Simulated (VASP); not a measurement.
Here is a VASP 6.6.1 calculation.

Contents of INCAR:

```
SYSTEM = SnO2
PREC = Accurate ; ENCUT = 520
EDIFF = 1E-6 ; ISMEAR = 0
SIGMA = 0.01 ; LREAL = .False.
LASPH = .True. ; NELM = 100
ALGO = Fast ; ISIF = 2
LWAVE = .False. ; LCHARG = .False.
GGA = PE ; NBANDS = 35
```

File KPOINTS:

```
regular mesh
0
Gamma
  3 3 1
  0 0 0
```

The input POSCAR:

```
SnO2
1.0
    3.2305756200      0.0000000000      0.0000000000
   -1.6152878100      2.7977605500      0.0000000000
    0.0000000000      0.0000000000     10.7905620000
Sn O
2 4
Direct
    0.0000000000      0.0000000000      0.5000000000
    0.0000000000      0.0000000000      0.0000000000
    0.6666666680      0.3333333298      0.4058619996
    0.6666666680      0.3333333298      0.0941380004
    0.3333333289      0.6666666702      0.5941380004
    0.3333333289      0.6666666702      0.9058619996
```

Potentials or basis: VASP PAW PBE potentials, release 64 (Sn_d, O).

The run is started by

```bash
$ cat potpaw_PBE.64/Sn_d/POTCAR potpaw_PBE.64/O/POTCAR > POTCAR
$ mpirun -np 1 vasp_std > vasp.out
```

Question: What does it give for the pressure?

Answer: 0.3 GPa.

Question: What does it give for the band gap on the k mesh?

Answer: 2.15 eV, indirect (least direct gap 2.47 eV).

Question: Estimate the largest force.

Answer: 0.105 eV/Å.

Forces on the atoms (eV/Å):
```
Sn   0.000  0.000  0.000
Sn   0.000  0.000  0.000
O    0.000  0.000  0.105
O    0.000  0.000 -0.105
O    0.000  0.000 -0.105
O    0.000  0.000  0.105
```

Caveat: the k mesh is coarse (spacing up to 0.75 Å⁻¹), so the values aren't converged; spin-orbit coupling is left out, which moves the levels of the heavy elements; an odd mesh through Γ misses points on the zone boundary, where band edges often lie.
